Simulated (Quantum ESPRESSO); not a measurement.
# Al (P6_3/mmc) in Quantum ESPRESSO: single point with PBEsol

Aim: the single point of Al with PBEsol.

All numbers are computed with Quantum ESPRESSO 7.5; they aren't measurements. Logs are shortened: lines on timing, memory, paths and dates and some standing lists are left out, and cuts for length are marked.

### Step 1. The structure

The structure is hexagonal, space group P6_3/mmc (No. 194). The conventional cell has a = 2.812 Å, b = 2.812 Å, c = 4.867 Å, α = 90.00°, β = 90.00°, γ = 120.00°. Around Al (site symmetry -6m2) lie 12 Al at 2.81 to 2.93 Å.

This isn't the form of Al at room conditions, which is fcc.

### Step 2. Single point, PBEsol

run.py reads:

```python
import numpy as np
from ase.calculators.espresso import Espresso, EspressoProfile
import spglib
from ase import Atoms
from ase.io import read

atoms = read('Al.cif')
cell, pos, num = spglib.standardize_cell((atoms.cell[:], atoms.get_scaled_positions(), atoms.numbers), to_primitive=True, symprec=1e-4)
atoms = Atoms(numbers=num, cell=cell, scaled_positions=pos, pbc=True)

input_data = {
    'control': {'calculation': 'scf', 'prefix': 'pwscf', 'outdir': './tmp', 'tprnfor': True, 'tstress': True, 'disk_io': 'nowf'},
    'system': {'ecutwfc': 45.0, 'ecutrho': 360.0, 'nbnd': 8, 'occupations': 'smearing', 'smearing': 'fd', 'degauss': 0.00367493},
    'electrons': {'conv_thr': 4e-10, 'electron_maxstep': 120, 'mixing_beta': 0.5},
}
pseudopotentials = {'Al': 'al_pbesol_v1.uspp.F.UPF'}
profile = EspressoProfile(command='mpirun -n 2 pw.x -nk 2', pseudo_dir='pseudo')
dft = Espresso(profile=profile, input_data=input_data, pseudopotentials=pseudopotentials, kpts=(11, 11, 6), koffset=(0, 0, 0))
atoms.calc = dft

print(f'energy {atoms.get_potential_energy():.8f} eV')
print('forces (eV/A)')
print(np.round(atoms.get_forces(), 6))
print('stress (eV/A^3, Voigt)')
print(np.round(atoms.get_stress(), 8))
print(f'Fermi level {dft.get_fermi_level():.4f} eV')
```

Al.cif reads:

```cif
data_Al
_cell_length_a 2.81245535
_cell_length_b 2.81245535
_cell_length_c 4.86685000
_cell_angle_alpha 90.00000000
_cell_angle_beta 90.00000000
_cell_angle_gamma 120.00000000
_space_group_name_H-M_alt 'P6_3/mmc'
_space_group_name_Hall '-P 6c 2c'
_space_group_IT_number 194
loop_
_space_group_symop_operation_xyz
'x,y,z'
'-x,-y,-z'
'x-y,x,z+1/2'
'-x+y,-x,-z+1/2'
'-y,x-y,z'
'y,-x+y,-z'
'-x,-y,z+1/2'
'x,y,-z+1/2'
'-x+y,-x,z'
'x-y,x,-z'
'y,-x+y,z+1/2'
'-y,x-y,-z+1/2'
'-y,-x,-z+1/2'
'y,x,z+1/2'
'-x,-x+y,-z'
'x,x-y,z'
'-x+y,y,-z+1/2'
'x-y,-y,z+1/2'
'y,x,-z'
'-y,-x,z'
'x,x-y,-z+1/2'
'-x,-x+y,z+1/2'
'x-y,-y,-z'
'-x+y,y,z'
loop_
_atom_site_label
_atom_site_type_symbol
_atom_site_symmetry_multiplicity
_atom_site_Wyckoff_symbol
_atom_site_fract_x
_atom_site_fract_y
_atom_site_fract_z
_atom_site_occupancy
Al1 Al 2 c 0.3333333333 0.6666666667 0.2500000000 1
```

Potentials or basis: GBRV 1.5 PBEsol.

Launch:

```console
> OMP_NUM_THREADS=1 python run.py
```

The program printed:

```text
energy -181.28345185 eV
forces (eV/A)
[[ 0.  0.  0.]
 [ 0. -0.  0.]]
stress (eV/A^3, Voigt)
[-0.00062986 -0.00062986  0.0272702  -0.         -0.          0.        ]
Fermi level 7.7582 eV
```

espresso.pwi:

```text
&CONTROL
   calculation      = 'scf'
   tstress          = .true.
   tprnfor          = .true.
   outdir           = './tmp'
   prefix           = 'pwscf'
   disk_io          = 'nowf'
   pseudo_dir       = 'pseudo'
/
&SYSTEM
   nbnd             = 8
   ecutwfc          = 45.0
   ecutrho          = 360.0
   occupations      = 'smearing'
   degauss          = 0.00367493
   smearing         = 'fd'
   ntyp             = 1
   nat              = 2
   ibrav            = 0
/
&ELECTRONS
   electron_maxstep = 120
   conv_thr         = 4e-10
   mixing_beta      = 0.5
/
&IONS
/
&CELL
/
&FCP
/
&RISM
/
ATOMIC_SPECIES
Al 26.9815385 al_pbesol_v1.uspp.F.UPF

K_POINTS automatic
11 11 6  0 0 0

CELL_PARAMETERS angstrom
2.81245535000000 0.00000000000000 0.00000000000000
-1.40622767500000 2.43565778010945 0.00000000000000
0.00000000000000 0.00000000000000 4.86685000000000

ATOMIC_POSITIONS angstrom
Al -0.0000000000 1.6237718534 1.2167125000  
Al 1.4062276750 0.8118859267 3.6501375000
```

espresso.pwo:

```text
This program is part of the open-source Quantum ESPRESSO suite
     for quantum simulation of materials; please cite
         "P. Giannozzi et al., J. Phys.:Condens. Matter 21 395502 (2009);
         "P. Giannozzi et al., J. Phys.:Condens. Matter 29 465901 (2017);
         "P. Giannozzi et al., J. Chem. Phys. 152 154105 (2020);
     in publications or presentations arising from this work. More details at

Warning: card &CELL ignored
Warning: card &FCP ignored
Warning: card &RISM ignored

     Message from routine setup:
     using ibrav=0 with symmetry is DISCOURAGED, use correct ibrav instead

     K-points division:     npool     =       2
     Subspace diagonalization in iterative solution of the eigenvalue problem:
     a serial algorithm will be used

     G-vector sticks info
     --------------------
     sticks:   dense  smooth     PW     G-vecs:    dense   smooth      PW
     Sum         703     349    109                25873     9147    1631

     Using Slab Decomposition

     bravais-lattice index     =            0
     lattice parameter (alat)  =       5.3148  a.u.
     unit-cell volume          =     224.9813 (a.u.)^3
     number of atoms/cell      =            2
     number of atomic types    =            1
     number of electrons       =         6.00
     number of Kohn-Sham states=            8
     kinetic-energy cutoff     =      45.0000  Ry
     charge density cutoff     =     360.0000  Ry
     scf convergence threshold =      4.0E-10
     mixing beta               =       0.5000
     number of iterations used =            8  plain     mixing
     Exchange-correlation= SLA  PW   PSX  PSC
                           (   1   4  10   8   0   0   0)

     celldm(1)=   5.314770  celldm(2)=   0.000000  celldm(3)=   0.000000
     celldm(4)=   0.000000  celldm(5)=   0.000000  celldm(6)=   0.000000

     crystal axes: (cart. coord. in units of alat)
               a(1) = (   1.000000   0.000000   0.000000 )
               a(2) = (  -0.500000   0.866025   0.000000 )
               a(3) = (   0.000000   0.000000   1.730463 )

     reciprocal axes: (cart. coord. in units 2 pi/alat)
               b(1) = (  1.000000  0.577350 -0.000000 )
               b(2) = (  0.000000  1.154701  0.000000 )
               b(3) = (  0.000000 -0.000000  0.577880 )

     PseudoPot. # 1 for Al read from file:
     al_pbesol_v1.uspp.F.UPF
     Pseudo is Ultrasoft + core correction, Zval =  3.0
     Generated by new atomic code, or converted to UPF format
     Using radial grid of  893 points,  3 beta functions with:
                l(1) =   0
                l(2) =   1
                l(3) =   2
     Q(r) pseudized with  8 coefficients,  rinner =    0.900   0.900   0.900
                                                       0.900   0.900

     atomic species   valence    mass     pseudopotential
     Al                3.00    26.98154     Al( 1.00)

     24 Sym. Ops., with inversion, found (12 have fractional translation)

   Cartesian axes

     site n.     atom                  positions (alat units)
         1        Al     tau(   1) = (  -0.0000000   0.5773503   0.4326158  )
         2        Al     tau(   2) = (   0.5000000   0.2886751   1.2978473  )

     number of k points=    64  Fermi-Dirac smearing, width (Ry)=  0.0037
                       cart. coord. in units 2pi/alat
        k(    1) = (   0.0000000   0.0000000   0.0000000), wk =   0.0027548
        k(    2) = (   0.0000000   0.0000000   0.0963133), wk =   0.0055096
        k(    3) = (   0.0000000   0.0000000   0.1926267), wk =   0.0055096
        k(    4) = (   0.0000000   0.0000000  -0.2889400), wk =   0.0027548
        k(    5) = (   0.0000000   0.1049728   0.0000000), wk =   0.0165289
        k(    6) = (   0.0000000   0.1049728   0.0963133), wk =   0.0330579
[... 56 lines left out ...]
        k(   63) = (   0.2727273   0.5773503   0.1926267), wk =   0.0330579
        k(   64) = (   0.2727273   0.5773503  -0.2889400), wk =   0.0165289

     Dense  grid:    25873 G-vectors     FFT dimensions: (  36,  36,  60)

     Smooth grid:     9147 G-vectors     FFT dimensions: (  24,  24,  40)

     Initial potential from superposition of free atoms

     starting charge       5.9953, renormalised to       6.0000
     Starting wfcs are    8 randomized atomic wfcs

     Self-consistent Calculation

     iteration #  1     ecut=    45.00 Ry     beta= 0.50
     Davidson diagonalization with overlap
     ethr =  1.00E-02,  avg # of iterations =  4.5

     Threshold (ethr) on eigenvalues was too large:
     Diagonalizing with lowered threshold

     Davidson diagonalization with overlap
     ethr =  1.91E-04,  avg # of iterations =  3.2

     total energy              =     -13.32481171 Ry
     estimated scf accuracy    <       0.01171325 Ry

     iteration #  2     ecut=    45.00 Ry     beta= 0.50
     Davidson diagonalization with overlap
     ethr =  1.95E-04,  avg # of iterations =  1.0

     total energy              =     -13.32397760 Ry
     estimated scf accuracy    <       0.00239670 Ry

     iteration #  3     ecut=    45.00 Ry     beta= 0.50
     Davidson diagonalization with overlap
     ethr =  3.99E-05,  avg # of iterations =  1.1

     total energy              =     -13.32408482 Ry
     estimated scf accuracy    <       0.00000407 Ry

     iteration #  4     ecut=    45.00 Ry     beta= 0.50
     Davidson diagonalization with overlap
     ethr =  6.78E-08,  avg # of iterations =  3.4

     total energy              =     -13.32408910 Ry
     estimated scf accuracy    <       0.00000014 Ry

     iteration #  5     ecut=    45.00 Ry     beta= 0.50
     Davidson diagonalization with overlap
     ethr =  2.27E-09,  avg # of iterations =  2.0

     total energy              =     -13.32408912 Ry
     estimated scf accuracy    <       0.00000005 Ry

     iteration #  6     ecut=    45.00 Ry     beta= 0.50
     Davidson diagonalization with overlap
     ethr =  8.56E-10,  avg # of iterations =  1.0

     total energy              =     -13.32408912 Ry
     estimated scf accuracy    <          5.6E-10 Ry

     iteration #  7     ecut=    45.00 Ry     beta= 0.50
     Davidson diagonalization with overlap
     ethr =  9.33E-12,  avg # of iterations =  2.0

     End of self-consistent calculation

          k = 0.0000 0.0000 0.0000 (  1135 PWs)   bands (ev):

    -3.3558   2.6772   2.8822  19.0685  19.0685  19.3575  19.3583  19.9608

          k = 0.0000 0.0000 0.0963 (  1147 PWs)   bands (ev):

    -3.1824   0.9266   4.9416  16.2280  19.2018  19.2018  19.5026  19.5026

          k = 0.0000 0.0000 0.1926 (  1154 PWs)   bands (ev):

    -2.6631  -0.6019   7.3939  13.0917  19.5965  19.5965  19.9171  19.9171

          k = 0.0000 0.0000-0.2889 (  1184 PWs)   bands (ev):

    -1.8011  -1.8011  10.1217  10.1217  20.1671  20.1671  20.1672  20.1672

          k = 0.0000 0.1050 0.0000 (  1146 PWs)   bands (ev):

    -3.1497   2.8779   3.0769  16.0542  17.4645  18.4476  19.8229  20.0383

          k = 0.0000 0.1050 0.0963 (  1152 PWs)   bands (ev):

    -2.9765   1.1273   5.1354  15.9396  16.7139  17.6086  19.0330  20.0274

          k = 0.0000 0.1050 0.1926 (  1151 PWs)   bands (ev):

    -2.4578  -0.3992   7.5821  13.2430  16.7539  18.0401  18.3791  19.7434

          k = 0.0000 0.1050-0.2889 (  1154 PWs)   bands (ev):

    -1.5969  -1.5969  10.3000  10.3000  17.4523  17.4523  18.7556  18.7556

          k = 0.0000 0.2099 0.0000 (  1158 PWs)   bands (ev):

    -2.5330   3.4751   3.6604  12.6398  16.0723  17.0442  18.1245  18.3798

          k = 0.0000 0.2099 0.0963 (  1154 PWs)   bands (ev):

    -2.3603   1.7271   5.7122  12.7820  16.2185  16.3315  16.7079  18.3649

          k = 0.0000 0.2099 0.1926 (  1146 PWs)   bands (ev):

    -1.8436   0.2071   8.1375  13.0364  14.0346  15.1497  16.6565  18.3994

          k = 0.0000 0.2099-0.2889 (  1144 PWs)   bands (ev):
[... 181 lines left out ...]
     2.1109   6.1588   6.4489   8.0811   8.3484  11.9068  12.0885  12.9363

          k = 0.2727 0.4724 0.0963 (  1137 PWs)   bands (ev):

     2.2771   5.8571   6.6040   7.0083   9.7372  10.6244  11.2672  14.4789

          k = 0.2727 0.4724 0.1926 (  1145 PWs)   bands (ev):

     2.7730   4.6935   7.0542   7.1854   9.0725   9.2467  12.8935  16.4649

          k = 0.2727 0.4724-0.2889 (  1146 PWs)   bands (ev):

     3.5893   3.5893   7.5826   7.5826   8.3927   8.3927  15.3809  15.3809

          k = 0.2727 0.5774 0.0000 (  1136 PWs)   bands (ev):

     4.0338   4.1104   6.1685   9.4668   9.6314  10.3436  10.8055  12.4482

          k = 0.2727 0.5774 0.0963 (  1143 PWs)   bands (ev):

     4.1912   4.2681   6.2833   8.2102   8.4339  10.2403  12.3365  12.5623

          k = 0.2727 0.5774 0.1926 (  1146 PWs)   bands (ev):

     4.6454   4.7241   6.3459   6.8272   7.4744   8.9631  14.5660  14.7426

          k = 0.2727 0.5774-0.2889 (  1136 PWs)   bands (ev):

     5.1686   5.1686   5.9418   5.9418   7.9153   7.9153  16.5998  16.5998

     the Fermi energy is     7.7582 ev

!    total energy              =     -13.32408912 Ry
     estimated scf accuracy    <          9.9E-11 Ry
     smearing contrib. (-TS)   =      -0.00033546 Ry
     internal energy E=F+TS    =     -13.32375366 Ry

     The total energy is F=E-TS. E is the sum of the following terms:
     one-electron contribution =       5.91747973 Ry
     hartree contribution      =       0.01715927 Ry
     xc contribution           =      -8.49419318 Ry
     ewald contribution        =     -10.76419948 Ry

     convergence has been achieved in   7 iterations

     Forces acting on atoms (cartesian axes, Ry/au):

     atom    1 type  1   force =     0.00000000    0.00000000    0.00000000
     atom    2 type  1   force =     0.00000000   -0.00000000    0.00000000

     Total force =     0.000000     Total SCF correction =     0.000000

     Computing stress (Cartesian axis) and pressure

          total   stress  (Ry/bohr**3)                   (kbar)     P=      -13.89
   0.00000686  -0.00000000   0.00000000            1.01       -0.00        0.00
   0.00000000   0.00000686   0.00000000            0.00        1.01        0.00
   0.00000000   0.00000000  -0.00029701            0.00        0.00      -43.69

=------------------------------------------------------------------------------=
   JOB DONE.
=------------------------------------------------------------------------------=
```

It took 5.4 s on 2 MPI ranks of Arm Neoverse V1, shared host; peak memory 0.14 GiB.

What came out:

- Free energy: -181.2835 eV
- Pressure: -1.4 GPa
- Band gap on the k mesh: none (metal or under the smearing width)
